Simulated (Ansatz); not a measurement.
Crystal: Sn.

```
Sn
1.0
    -2.94014    2.94014    1.59930
     2.94014   -2.94014    1.59930
     2.94014    2.94014   -1.59930
Sn
2
Direct
  0.00000 0.00000 0.00000
  0.75000 0.25000 0.50000
```

Base run:

```yaml
Program: Ansatz 0.2.0
Functional: r2SCAN
Potentials_or_basis: Ansatz PAW
Cutoff: "500 eV (not typed: the program's choice for these potentials)"
k_mesh: 9 × 9 × 9
Occupations: fermi-dirac, width 0.05 eV
Spin: no spin polarisation
```

Its results: band gap on the k mesh none (metal or under the smearing width); pressure -0.1 GPa.

Q: After a change of settings the same cell gave: band gap on the k mesh none (metal or under the smearing width); pressure 2.5 GPa. Which change was it?
A. functional from r2SCAN to BLYP; cutoff from 500 eV (not typed: the program's choice for these potentials) to 420 eV (not typed: the program's choice for these potentials)
B. functional from r2SCAN to revPBE; cutoff from 500 eV (not typed: the program's choice for these potentials) to 420 eV (not typed: the program's choice for these potentials)
C. functional from r2SCAN to HSE06; cutoff from 500 eV (not typed: the program's choice for these potentials) to 420 eV (not typed: the program's choice for these potentials); k mesh from 9 × 9 × 9 to 5 × 5 × 5
D. functional from r2SCAN to PBE0; cutoff from 500 eV (not typed: the program's choice for these potentials) to 420 eV (not typed: the program's choice for these potentials); k mesh from 9 × 9 × 9 to 5 × 5 × 5

A: B.

Caveats: spin-orbit coupling is left out, which moves the levels of the heavy elements; the PAW data sets come from PBE, with cores solved anew for the run's functional, which leaves a small shift of forces and pressure.

Runs at the PBE level aren't shown here.
